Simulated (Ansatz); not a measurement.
# VN: the cost of one run

Computed with Ansatz 0.2.0 (DFT PBE, PAW, plane waves, scalar-relativistic, unless a step's input says otherwise).

**1. Starting point**

Symmetry: Fm-3m, No. 225, cubic system. Conventional cell: a = 4.280 Å, b = 4.280 Å, c = 4.280 Å, α = 90.00°, β = 90.00°, γ = 90.00°. Around V (site symmetry m-3m) lie 6 N at 2.14 Å. Around N (site symmetry m-3m) lie 6 V at 2.14 Å.

As a file:

```xyz
4
Lattice="-2.1400 -2.1400 -4.2800 2.1400 -2.1400 0.0000 -2.1400 -2.1400 0.0000" Properties=species:S:1:pos:R:3 pbc="T T T"
V     0.0000    0.0000    0.0000
V     0.0000   -2.1400   -2.1400
N     0.0000   -2.1400    0.0000
N    -2.1400   -2.1400   -2.1400
```

Atoms are counted from 1 in the order of input.yaml (N4 and so on).

First come: parallel moments, plain SCF; opposed moments +-, plain SCF; no spin polarisation; spin on, no moments given (the program may seed its own), plain SCF. Further starts follow from what these give.

“Plain SCF” means no search for lower states. 

Site moments are integrals over atomic spheres and don't add up to the total.

**2. Parallel moments, plain SCF**

input.yaml reads:

```yaml
crystal:
  lattice:
    - [-2.14, -2.14, -4.28]
    - [2.14, -2.14, 0.0]
    - [-2.14, -2.14, 0.0]
  atoms:
    - { symbol: V, position: [0.0, 0.0, 0.0], spin: 2.0 }
    - { symbol: V, position: [0.5, 0.5, 0.0], spin: 2.0 }
    - { symbol: "N", position: [0.0, 0.5, 0.5] }
    - { symbol: "N", position: [0.5, 0.0, 0.5] }
magnetization:
  spin_polarized: true
hamiltonian:
  xc: pbe
  pseudopotentials: { kind: paw }
basis:
  ecutwfc: 420
kpoints:
  mp_grid: { grid: [6, 8, 9] }
scf:
  occupations: { method: gaussian, width: 0.05 }
  lower_state_search: "off"
output:
  forces: true
  stress: true
  write_density: true
  write_potential: true
  elf: true
  volumetric_format: npy
```

Launch:

```sh
> ansatz run input.yaml --threads 2 --pin off --max-ram 5120MiB --backend cpu --events-out ev --progress --plain --runs-dir out
```

**Question.** How long does this run take on 2 threads of Arm Neoverse V1, shared host, and how much memory does it need?

About 28 s, with a peak of 0.47 GiB.
